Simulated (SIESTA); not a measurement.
# W2C: single point with PBE

Crystal: W2C.

```xyz
3
Lattice="3.0700 0.0000 0.0000 -1.5350 2.6587 0.0000 0.0000 0.0000 4.6784" Properties=species:S:1:pos:R:3 pbc="T T T"
W     1.5350    0.8862    1.1868
W     0.0000    1.7725    3.4917
C     0.0000    0.0000    0.0000
```

The cell comes from a database or a generator and needn't be the stable form of this composition.

```
Program             : SIESTA 5.4.2
Task                : single point
Functional          : PBE
Potentials or basis : PseudoDojo 0.4 standard (PBE files)
Basis               : DZP (energy shift 0.002 Ry)
Grid cutoff         : 800 Ry
Energy shift        : 0.002 Ry
k mesh              : 10 × 10 × 6
Occupations         : fermi-dirac, width 0.05 eV
Spin                : no spin polarisation
```

| Quantity | Value |
| --- | --- |
| Pressure | 2.0 GPa |
| Largest force | 0.477 eV/Å |
| Band gap on the k mesh | none (metal or under the smearing width) |

Forces on the atoms (eV/Å):
```
W    0.000  0.000  0.477
W    0.000  0.000 -0.477
C    0.000  0.000  0.000
```

Stress tensor (GPa, compression positive):
```
1.86 0.00 0.00
0.00 1.86 0.00
0.00 0.00 2.33
```

Levels at points of the mesh, in eV from the Fermi level:
```
           k point  band 12  band 13  band 14  band 15  band 16  band 17  band 18  band 19  band 20  band 21
(0.00, 0.00, 0.00)    -5.48    -3.87    -1.51    -1.39    -1.39    -1.12    -1.12     0.59     0.59     2.10
(0.50, 0.00, 0.00)    -5.84    -5.48    -3.41    -1.73     1.43     2.36     2.53     3.04     3.13     3.74
(0.00, 0.50, 0.00)    -5.84    -5.48    -3.41    -1.73     1.43     2.36     2.53     3.04     3.13     3.74
(0.50, 0.50, 0.00)    -5.84    -5.48    -3.41    -1.73     1.43     2.36     2.53     3.04     3.13     3.74
(0.00, 0.00, 0.50)    -5.79    -3.26    -2.74    -2.34    -2.34     1.00     1.00     1.62     1.62     3.79
(0.50, 0.00, 0.50)    -5.36    -4.15    -2.63    -2.36    -0.48     0.46     2.01     2.53     2.89     3.17
(0.00, 0.50, 0.50)    -5.36    -4.15    -2.63    -2.36    -0.48     0.46     2.01     2.53     2.89     3.17
(0.50, 0.50, 0.50)    -5.36    -4.15    -2.63    -2.36    -0.48     0.46     2.01     2.53     2.89     3.17
```

Wall time 110 s on 1 thread of Arm Neoverse V1, with other jobs on the host, peak memory 0.36 GiB.

Caveat: semicore shells carry a single zeta, which can move pressures by several GPa and volumes by a few percent; the basis of atomic orbitals isn't converged, which shifts pressures, moduli and gaps. Spin-orbit coupling is left out, which matters for the levels of W.
